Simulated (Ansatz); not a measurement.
# Sc2CS2 MXene monolayer in a perpendicular field, part 3 of 4

What dipole does a perpendicular field induce in the Sc2CS2 MXene monolayer? A positive field points along +c.

Ansatz 0.2.0; plane-wave DFT, PBE-D3(BJ), Ansatz PAW (the session's first sound run).

So far. Step 6 (Single point, field 0.5 V/Å): The dipole is 0.217 e·Å. Step 7 (Atoms held, field -0.3 V/Å): The dipole is -0.130 e·Å.

## 8. Response, atoms held

This step: plane-wave DFT, PBE-D3(BJ), Ansatz PAW; response to a field along the normal, atoms held (Ansatz 0.2.0).

The dipoles give the slope, and the difference of two potentials shows where the field is screened.

Numbers from this step:

* equivalent conductor thickness p/(ε₀AE): 7.563 Å
* distance between the outer atoms: 5.598 Å

The dipole of the cell by applied field:

```
applied field (V/Å)  dipole of the cell (e·Å)
             -0.300                    -0.130
             -0.100                   -0.0435
              0.000                         0
              0.100                    0.0435
              0.500                     0.217
```

Local field over the applied field, running mean. From the potentials at -0.1 and 0.1 V/Å; running mean over 2.5 Å. Local field over applied field against z:

```
z (Å)  local field over applied field
  4.5                           0.999
  5.0                           0.998
  5.5                           0.993
  6.0                           0.979
  6.5                           0.938
  7.0                           0.843
  7.5                           0.688
  8.0                           0.508
  8.5                           0.322
  9.0                           0.155
  9.5                          0.0515
 10.0                          0.0155
 10.5                         0.00582
 11.0                          0.0106
 11.5                          0.0259
 12.0                          0.0279
 12.5                          0.0134
 13.0                         0.00523
 13.5                          0.0128
 14.0                          0.0396
 14.5                           0.129
 15.0                           0.286
 15.5                           0.471
 16.0                           0.654
 16.5                           0.817
 17.0                           0.924
 17.5                           0.973
 18.0                           0.992
 18.5                           0.998
 19.0                           0.999
```

Electrons, planar mean, per unit field. Induced electron density against z:

```
z (Å)  induced electron density (e/Å³ per V/Å)
  4.5                                   1.8e-6
  5.0                                   6.9e-6
  5.5                                   2.6e-5
  6.0                                   8.9e-5
  6.5                                   2.9e-4
  7.0                                   8.4e-4
  7.5                                  0.00214
  8.0                                  0.00376
  8.5                                  0.00274
  9.0                                   7.0e-4
  9.5                                   8.7e-4
 10.0                                  -1.5e-4
 10.5                                  -7.4e-4
 11.0                                  -3.4e-5
 11.5                                   3.5e-4
 12.0                                  -2.7e-4
 12.5                                  -8.6e-5
 13.0                                   6.5e-4
 13.5                                   3.3e-4
 14.0                                  -7.4e-4
 14.5                                  -7.6e-4
 15.0                                 -0.00218
 15.5                                 -0.00390
 16.0                                 -0.00249
 16.5                                 -0.00102
 17.0                                  -3.6e-4
 17.5                                  -1.1e-4
 18.0                                  -3.2e-5
 18.5                                  -9.1e-6
 19.0                                  -2.4e-6
```

By hand: between -0.1 and 0.1 V/Å the dipole changes by 0.08696 e·Å, a slope of 0.4348 e·Å²/V. A perfect conductor of thickness t has p = ε₀AEt, so t = 180.95 × 0.4348 / 10.403 = 7.56 Å (e/ε₀ = 180.95 V·Å, A in Å²).

The induced dipole is that of a conductor 7.56 Å thick.

## 9. Field on, atoms free, field 0.1 V/Å

This step: plane-wave DFT, PBE-D3(BJ), Ansatz PAW (Ansatz 0.2.0).

Now the atoms may follow the field. A weak field makes forces of meV/Å to tens of meV/Å, so the force tolerance is set well below the usual one.

input.yaml reads:

```yaml
crystal:
  lattice:
    - [3.4659486428, 0.0, 0.0]
    - [-1.7329743214, 3.0015995728, 0.0]
    - [0.0, 0.0, 23.5984748336]
  atoms:
    - { symbol: S, position: [0.3333333333, 0.6666666667, 0.3813805792] }
    - { symbol: Sc, position: [0.6666666667, 0.3333333333, 0.4434944099] }
    - { symbol: C, position: [0.0, 0.0, 0.5] }
    - { symbol: Sc, position: [0.3333333333, 0.6666666667, 0.5565055901] }
    - { symbol: S, position: [0.6666666667, 0.3333333333, 0.6186194208] }
kpoints:
  mp_grid: { grid: [12, 12, 1] }
hamiltonian:
  xc: pbe
  dispersion: d3bj
scf:
  occupations: { method: fermi_dirac, width: 0.05 }
  convergence: { dr2_threshold: 1.0e-10 }
efield:
  axis: 3
  dipole_correction: true
  ramp_position: 0.97
  ramp_width: 0.06
  amplitude: 0.1
relax:
  f_tol: 0.001
  max_steps: 60
output:
  write_potential: true
  write_density: true
  volumetric_format: npy
```

Command:

```console
ansatz run input.yaml --threads 4 --pin off --max-ram 6144MiB --backend cpu --events-out ev --progress --plain --runs-dir out
```

Numbers of over 12 decimals in the logs are rounded to 6 here.

Log:

```text
[...]
Crystal: 5 atoms, lattice volume = 245.504 Å³
Basis set: ecut = 420 eV, 4801 PW (Γ), exchange–correlation on 48×48×320 points (8 copies of the dense FFT grid, shifted against one another)
Bands: 24, of which v1, the nominal top of the filled ones, is band 19 counted from 1 (18 counted from 0)
Symmetry: 6 space group operations
k-points: 19 of 144 (time reversal used)
[...]
SCF iter   1: F=—  HF=-6334.212302 eV  |F-HF|=—  |Δ(HF+E_count)|=         —  Δρ=5.06e-2  dr2=1.81e1  ethr=3.10e-3  p=0.045 e·Å  D=3.29e-2 V/Å  ΔV_dip=-0.78 eV  dr2_dipole=1.45e-3  V_vac-E_F(+/−)=9.94/8.59 eV  ⟨swp⟩=7.8  Hψ=2381  notcnv=0
[...]
SCF iter  11: F=-6331.786992 eV  HF=-6331.786992 eV  |F-HF|=4.48e-10  |Δ(HF+E_count)|=   3.51e-9  Δρ=7.78e-8  dr2=1.94e-11  ethr=1.00e-12  p=0.043 e·Å  D=3.21e-2 V/Å  ΔV_dip=-0.76 eV  dr2_dipole=2.03e-13  V_vac-E_F(+/−)=7.51/6.14 eV  ⟨swp⟩=7.9  Hψ=2590  notcnv=0
SCF 1 converged in 11 iterations: F = -6331.786992 eV  dr2 = 1.94e-11
[...]
relax step   1: F+E_penalty+E_count = -6331.78699157 eV  Δ(F+E_penalty+E_count) = +0.000e0 eV  max|allowed force component| = 5.172e-3 eV/Å  Δτ_max = 0.0000 Å  (11 SCF iters, accepted)
[...]
SCF iter   7: F=-6331.786995 eV  HF=-6331.786995 eV  |F-HF|=1.17e-9  |Δ(HF+E_count)|=   4.22e-9  Δρ=1.06e-7  dr2=5.97e-11  ethr=1.00e-12  p=0.044 e·Å  D=3.21e-2 V/Å  ΔV_dip=-0.76 eV  dr2_dipole=8.54e-12  V_vac-E_F(+/−)=7.51/6.14 eV  ⟨swp⟩=7.1  Hψ=2442  notcnv=0
SCF 2 converged in 7 iterations: F = -6331.786995 eV  dr2 = 5.97e-11
[...]
relax step   2: F+E_penalty+E_count = -6331.78699548 eV  Δ(F+E_penalty+E_count) = -3.907e-6 eV  max|allowed force component| = 1.217e-3 eV/Å  Δτ_max = 0.0008 Å  (7 SCF iters, accepted)
SCF iter   1: F=—  HF=-6331.786946 eV  |F-HF|=—  |Δ(HF+E_count)|=         —  Δρ=2.72e-5  dr2=8.11e-6  ethr=1.30e-7  p=0.044 e·Å  D=3.21e-2 V/Å  ΔV_dip=-0.76 eV  dr2_dipole=6.61e-9  V_vac-E_F(+/−)=7.51/6.14 eV  ⟨swp⟩=1.0  Hψ=760  notcnv=0
[...]
SCF iter   6: F=-6331.786996 eV  HF=-6331.786996 eV  |F-HF|=1.10e-9  |Δ(HF+E_count)|=   6.31e-9  Δρ=1.18e-7  dr2=5.48e-11  ethr=1.00e-12  p=0.044 e·Å  D=3.21e-2 V/Å  ΔV_dip=-0.76 eV  dr2_dipole=1.56e-12  V_vac-E_F(+/−)=7.51/6.14 eV  ⟨swp⟩=8.0  Hψ=2499  notcnv=0
SCF 3 converged in 6 iterations: F = -6331.786996 eV  dr2 = 5.48e-11
relax step   3: F+E_penalty+E_count = -6331.78699582 eV  Δ(F+E_penalty+E_count) = -3.394e-7 eV  max|allowed force component| = 4.222e-4 eV/Å  Δτ_max = 0.0003 Å  (6 SCF iters, accepted)
[...]
the band table was solved once a step of the walk had ended and its energy, with any forces and stress, was formed, with the checks that follow a solve (2465 applications of the Hamiltonian). They found nothing against the state; the energy, forces and stress were not computed again (output.eigenvalues in the input reference)
SCF converged after 6 iterations
Free energy (F): -6331.786996 eV
[...]
Internal energy: -6331.757861 eV  (E = F + TS)
E sigma→0 (E₀):  -6331.772428 eV
Entropy (-TS):   -0.029135 eV (-5.827 meV/atom)
Fermi energy:    -1.814287 eV
Dipole field:    D = 0.032112 V/Å  (p = 0.043568 e·Å, saw-weighted, corrected)
Work function:   not extracted (applied field tilts the vacuum); planar V_es + V_field profile in the machine report
[...]
--- Forces (eV/Å), atoms counted from 1 ---
  atom   1  S      0.00000000     0.00000000    -0.00009525
  atom   2  Sc    -0.00000000     0.00000000    -0.00010101
  atom   3  C     -0.00000000    -0.00000000    -0.00035043
  atom   4  Sc     0.00000000    -0.00000000     0.00042198
  atom   5  S      0.00000000    -0.00000000     0.00012349
  max |Σ_I F_I| component: 1.22e-6 eV/Å
--- Band table (eV; the first three rows and the last of 19) ---
  k-point 0: bands = [... 15 lower, -1.9854, -1.9854, -1.1518, -0.4496, -0.4496, 1.3054, 1.3054, 1.6357, ... 1 higher]
  k-point 1: bands = [... 15 lower, -2.3920, -2.0116, -1.0065, -0.9575, -0.6676, 1.2682, 1.5129, 1.7726, ... 1 higher]
  k-point 2: bands = [... 15 lower, -2.5780, -2.0918, -1.9169, -1.0711, -1.0549, 0.9638, 1.8537, 2.1206, ... 1 higher]
  k-point 18: bands = [... 15 lower, -3.2371, -3.2369, -2.5852, -2.5734, -2.3795, 2.2041, 2.2046, 2.2432, ... 1 higher]
--- Relaxed structure (3 steps of the walk, 3 accepted, 0 SCFs on fresh bases) ---
  F+E_penalty+E_count = -6331.78699582 eV   max|allowed force component| = 4.222e-4 eV/Å
  atoms:
    - { symbol: S, position: [0.333333, 0.666667, 0.381357] }
    - { symbol: Sc, position: [0.666667, 0.333333, 0.443494] }
    - { symbol: C, position: [0, 0, 0.500028] }
    - { symbol: Sc, position: [0.333333, 0.666667, 0.556515] }
    - { symbol: S, position: [0.666667, 0.333333, 0.618605] }
```

Elapsed: 7.3 s, on 4 threads of Intel Xeon Platinum 8259CL at 2.50GHz (Skylake/Cascade Lake), shared host; peak memory 0.74 GiB; 27 s of CPU time.

No atom moved by 0.005 Å in the relaxation.

Numbers from this step:

| Item | Value |
| --- | --- |
| energy at zero smearing | -6331.7724 eV |
| dipole along the normal | 0.04357 e·Å |

The relaxation took 3 steps and lowered the energy by 4.2e-6 eV; the largest force on the free atoms ends at 4.2e-4 eV/Å.

The dipole is 0.0436 e·Å.

## 10. Relaxing in the field, field -0.1 V/Å

The opposite sign, again from the field-free geometry; the difference of the two cancels what relaxes without a field.

Edit input.yaml of step 9 so:

```diff
@@ -24,3 +24,3 @@
   ramp_width: 0.06
-  amplitude: 0.1
+  amplitude: -0.1
 relax:
```

Log:

```text
[...]
Crystal: 5 atoms, lattice volume = 245.504 Å³
Basis set: ecut = 420 eV, 4801 PW (Γ), exchange–correlation on 48×48×320 points (8 copies of the dense FFT grid, shifted against one another)
Bands: 24, of which v1, the nominal top of the filled ones, is band 19 counted from 1 (18 counted from 0)
Symmetry: 6 space group operations
k-points: 19 of 144 (time reversal used)
[...]
--- Relaxed structure (3 steps of the walk, 3 accepted, 0 SCFs on fresh bases) ---
  F+E_penalty+E_count = -6331.78699582 eV   max|allowed force component| = 4.222e-4 eV/Å
  atoms:
    - { symbol: S, position: [0.333333, 0.666667, 0.381395] }
    - { symbol: Sc, position: [0.666667, 0.333333, 0.443485] }
    - { symbol: C, position: [0, 0, 0.499972] }
    - { symbol: Sc, position: [0.333333, 0.666667, 0.556506] }
    - { symbol: S, position: [0.666667, 0.333333, 0.618643] }
[key lines of the parts left out:]
SCF converged after 6 iterations
Free energy (F): -6331.786996 eV
Fermi energy:    -1.814287 eV
Dipole field:    D = -0.032112 V/Å  (p = -0.043568 e·Å, saw-weighted, corrected)
```

Wall time 7.2 s (4 threads); peak memory 0.74 GiB.

No atom moved by 0.005 Å in the relaxation.

Numbers from this step:

```
dipole along the normal : -0.04357 e·Å
```

The relaxation took 3 steps and lowered the energy by 4.2e-6 eV; the largest force on the free atoms ends at 4.2e-4 eV/Å.

The dipole is -0.0436 e·Å.

## 11. Response, atoms relaxed

This step: plane-wave DFT, PBE-D3(BJ), Ansatz PAW; response to a field along the normal, atoms relaxed (Ansatz 0.2.0).

The same analysis on the two relaxed runs holds the ionic part too; their mesh is coarser, so small differences from the held value can come from that.

This step gave:

| Quantity | Value |
| --- | --- |
| equivalent conductor thickness p/(ε₀AE) | 7.578 Å |
| distance between the outer atoms | 5.599 Å |

The dipole of the cell by applied field:

```
applied field (V/Å)  dipole of the cell (e·Å)
            -0.1000                   -0.0436
             0.1000                    0.0436
```

Local field over the applied field, running mean. From the potentials at -0.1 and 0.1 V/Å; running mean over 2.5 Å. Table of local field over applied field by z:

```
z (Å)  local field over applied field
  4.5                           0.999
  5.0                           0.998
  5.5                           0.993
  6.0                           0.978
  6.5                           0.933
  7.0                           0.821
  7.5                           0.677
  8.0                           0.517
  8.5                           0.344
  9.0                           0.160
  9.5                          0.0639
 10.0                          0.0442
 10.5                          4.2e-4
 11.0                         -0.0400
 11.5                          0.0281
 12.0                          0.0344
 12.5                         -0.0275
 13.0                         -0.0185
 13.5                          0.0427
 14.0                          0.0564
 14.5                           0.133
 15.0                           0.305
 15.5                           0.486
 16.0                           0.647
 16.5                           0.792
 17.0                           0.918
 17.5                           0.972
 18.0                           0.991
 18.5                           0.997
 19.0                           0.999
```

Electrons, planar mean, per unit field. Table of induced electron density by z:

z (Å), induced electron density (e/Å³ per V/Å) and a bar from the least value:
```
     4.13    0.00000 ###############
     4.57    0.00000 ###############
     5.01    0.00001 ###############
     5.31    0.00002 ###############
     5.75    0.00005 ###############
     6.19    0.00014 ###############
     6.64    0.00040 ################
     7.08    0.00106 ##################
     7.37    0.00192 ####################
     7.82    0.00408 ##########################
     8.26    0.00570 ##############################
     8.70    0.00206 ####################
     9.14    0.00062 #################
     9.59   -0.00133 ###########
     9.88   -0.00288 #######
    10.32   -0.00227 #########
    10.77   -0.00026 ##############
    11.21   -0.00155 ###########
    11.65   -0.00076 #############
    11.95    0.00076 #################
    12.39    0.00155 ###################
    12.83    0.00026 ################
    13.27    0.00227 #####################
    13.72    0.00288 #######################
    14.01    0.00133 ###################
    14.45   -0.00062 #############
    14.90   -0.00206 ##########
    15.34   -0.00570 
    15.78   -0.00408 ####
    16.22   -0.00192 ##########
    16.52   -0.00106 ############
    16.96   -0.00040 ##############
    17.40   -0.00014 ###############
    17.85   -0.00005 ###############
    18.29   -0.00002 ###############
    18.58   -0.00001 ###############
    19.03    0.00000 ###############
    19.47    0.00000 ###############
```

The induced dipole is that of a conductor 7.58 Å thick.

## 12. Same geometry, cutoff 420 eV, functional LDA

This step: plane-wave DFT, LDA, Ansatz PAW (Ansatz 0.2.0).

The geometry is kept and the functional is LDA; other changes against the main runs: SCF threshold 1.0e-10 → 1.0e-09 eV, k-mesh 18×18×1 → 6×6×1 and no dispersion term, which doesn't act on the electrons.

input.yaml, the sections that differ from step 10:

```yaml
kpoints:
  mp_grid: { grid: [6, 6, 1] }
hamiltonian:
  xc: lda
scf:
  occupations: { method: fermi_dirac, width: 0.05 }
  convergence: { dr2_threshold: 1.0e-09 }
efield:
  axis: 3
  dipole_correction: true
  ramp_position: 0.97
  ramp_width: 0.06
  amplitude: 0.1
# crystal, output: as in step 10
# relax: removed
```

Log:

```text
[...]
Crystal: 5 atoms, lattice volume = 245.504 Å³
Basis set: ecut = 420 eV, 4801 PW (Γ)
Bands: 24, of which v1, the nominal top of the filled ones, is band 19 counted from 1 (18 counted from 0)
Symmetry: 6 space group operations
k-points: 7 of 36 (time reversal used)
[...]
SCF iter   1: F=—  HF=-6166.434730 eV  |F-HF|=—  |Δ(HF+E_count)|=         —  Δρ=4.93e-2  dr2=1.81e1  ethr=3.10e-3  p=0.045 e·Å  D=3.29e-2 V/Å  ΔV_dip=-0.78 eV  dr2_dipole=1.58e-3  V_vac-E_F(+/−)=10.13/8.77 eV  ⟨swp⟩=8.0  Hψ=883  notcnv=0
[...]
SCF iter  11: F=-6163.976363 eV  HF=-6163.976363 eV  |F-HF|=1.44e-9  |Δ(HF+E_count)|=  4.93e-10  Δρ=3.24e-7  dr2=1.75e-10  ethr=2.63e-12  p=0.044 e·Å  D=3.21e-2 V/Å  ΔV_dip=-0.76 eV  dr2_dipole=9.48e-13  V_vac-E_F(+/−)=7.67/6.30 eV  ⟨swp⟩=5.7  Hψ=627  notcnv=0
SCF 1 converged in 11 iterations: F = -6163.976363 eV  dr2 = 1.75e-10
[...]
SCF converged after 11 iterations
Free energy (F): -6163.976363 eV
[...]
Internal energy: -6163.959866 eV  (E = F + TS)
E sigma→0 (E₀):  -6163.968115 eV
Entropy (-TS):   -0.016497 eV (-3.299 meV/atom)
Fermi energy:    -1.999076 eV
Dipole field:    D = 0.032102 V/Å  (p = 0.043554 e·Å, saw-weighted, corrected)
Work function:   not extracted (applied field tilts the vacuum); planar V_es + V_field profile in the machine report
[...]
--- Band table (eV; the first three rows and the last of 7) ---
  k-point 0: bands = [... 15 lower, -2.1751, -2.1751, -1.3757, -0.6282, -0.6282, 1.0137, 1.0137, 1.3513, ... 1 higher]
  k-point 1: bands = [... 15 lower, -2.7693, -2.2799, -2.1275, -1.2685, -1.2631, 0.6748, 1.5662, 1.8437, ... 1 higher]
  k-point 2: bands = [... 15 lower, -2.9088, -2.6613, -2.5249, -1.8874, -1.7621, 0.0027, 1.8909, 2.2373, ... 1 higher]
  k-point 6: bands = [... 15 lower, -3.4322, -3.4306, -2.7771, -2.7654, -2.6070, 1.9218, 1.9237, 1.9589, ... 1 higher]
```

Elapsed: 1.8 s, on 4 threads; peak memory 0.68 GiB.

Numbers from this step:

```
energy at zero smearing : -6163.9681 eV
dipole along the normal : 0.04355 e·Å
```

The dipole is 0.0436 e·Å.

## 13. Same geometry, cutoff 420 eV, functional LDA (run 2)

The same run in the opposite field.

Edit input.yaml of step 12 so:

```diff
@@ -23,3 +23,3 @@
   ramp_width: 0.06
-  amplitude: 0.1
+  amplitude: -0.1
 output:
```

Log:

```text
[...]
Crystal: 5 atoms, lattice volume = 245.504 Å³
Basis set: ecut = 420 eV, 4801 PW (Γ)
Bands: 24, of which v1, the nominal top of the filled ones, is band 19 counted from 1 (18 counted from 0)
Symmetry: 6 space group operations
k-points: 7 of 36 (time reversal used)
[...]
k-point 0: bands = [... 15 lower, -2.1751, -2.1751, -1.3757, -0.6282, -0.6282, 1.0137, 1.0137, 1.3513, ... 1 higher]
  k-point 1: bands = [... 15 lower, -2.7693, -2.2799, -2.1275, -1.2685, -1.2631, 0.6748, 1.5662, 1.8437, ... 1 higher]
  k-point 2: bands = [... 15 lower, -2.9088, -2.6613, -2.5249, -1.8874, -1.7621, 0.0027, 1.8909, 2.2373, ... 1 higher]
  k-point 6: bands = [... 15 lower, -3.4322, -3.4306, -2.7771, -2.7654, -2.6070, 1.9218, 1.9236, 1.9589, ... 1 higher]
[key lines of the parts left out:]
SCF converged after 11 iterations
Free energy (F): -6163.976363 eV
Fermi energy:    -1.999078 eV
Dipole field:    D = -0.032103 V/Å  (p = -0.043556 e·Å, saw-weighted, corrected)
```

Run time: 1.8 s. Hardware: 4 threads; peak memory 0.68 GiB.

The dipole is -0.0436 e·Å.

## 14. Response at this level

This step: plane-wave DFT, LDA, Ansatz PAW; response to a field along the normal, atoms held (Ansatz 0.2.0).

The two signs of the field give the slope at this level.

Numbers from this step:

```
equivalent conductor thickness p/(ε₀AE) : 7.576 Å
distance between the outer atoms        : 5.598 Å
```

The induced dipole is that of a conductor 7.58 Å thick.

[end of part 3 of 4]

[Logs are printed without paths, hosts, clocks, repeated set-up lines and the standing remarks that a program may print on its own settings, such as how far it seeks lower states.]

[Hosts, paths, dates, database ids (printed as entryN), source tags and the programs' standing remarks are cut or masked in the printed files.]

[Maps of the electrostatic potential energy from Ansatz leave out the sawtooth potential of an applied field or a dipole correction, so their vacuum need not be flat; planar profiles and work functions include it.]
